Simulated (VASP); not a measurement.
VASP input:

File POSCAR:
```
ZnTe
1
    0.0000000000     3.0500000000     3.0500000000
    3.0500000000     0.0000000000     3.0500000000
    3.0500000000     3.0500000000     0.0000000000
Zn Te
1 1
Direct
  0.0000000000   0.0000000000   0.0000000000
  0.2500000000   0.2500000000   0.2500000000
```

**KPOINTS**
```
Automatic mesh
0
Gamma
7 7 7
0 0 0
```

INCAR:
```
SYSTEM = ZnTe
PREC = Accurate
ENCUT = 520
EDIFF = 1E-6
NELM = 100
ALGO = Normal
LREAL = .FALSE.
LASPH = .TRUE.
ISMEAR = 0
SIGMA = 0.05
GGA = PS
LMAXMIX = 4
LWAVE = .FALSE.
LCHARG = .FALSE.
IBRION = 2
ISIF = 3
NSW = 60
EDIFFG = -0.01
```

POTCAR, in this order: Zn Te (PBE.64 set). Program: vasp_std.

### Question
Translate this PBEsol calculation to Quantum ESPRESSO's pw.x.

### Answer
One equivalent input (not run):
```
&CONTROL
  calculation = 'vc-relax'
  pseudo_dir = './pseudo'
  outdir = './out'
  tprnfor = .true.
  tstress = .true.
  nstep = 60
  forc_conv_thr = 0.00039
/
&SYSTEM
  ibrav = 0
  nat = 2
  ntyp = 2
  ecutwfc = 84
  occupations = 'smearing'
  smearing = 'gaussian'
  degauss = 0.003675
  input_dft = 'pbesol'
/
&ELECTRONS
  conv_thr = 7.3e-08
  electron_maxstep = 100
/
&IONS
/
&CELL
/
ATOMIC_SPECIES
  Zn 65.380 Zn.upf
  Te 127.600 Te.upf
CELL_PARAMETERS angstrom
     0.0000000    3.0500000    3.0500000
     3.0500000    0.0000000    3.0500000
     3.0500000    3.0500000    0.0000000
ATOMIC_POSITIONS crystal
  Zn   0.0000000  0.0000000  0.0000000
  Te   0.2500000  0.2500000  0.2500000
K_POINTS automatic
  7 7 7 0 0 0
```
Limits of the translation: the potentials are each code's own (VASP's PAW set, PseudoDojo norm-conserving files in pw.x), so ENCUT and ecutwfc are chosen apart and not converted; conv_thr bounds pw.x's estimated SCF error, while EDIFF bounds the energy change between steps; forc_conv_thr acts on force components and is met together with etot_conv_thr.

The compound is ZnTe in the zinc blende structure. This run relaxes it. Symmetry was kept, so distortions that lower it aren't found.
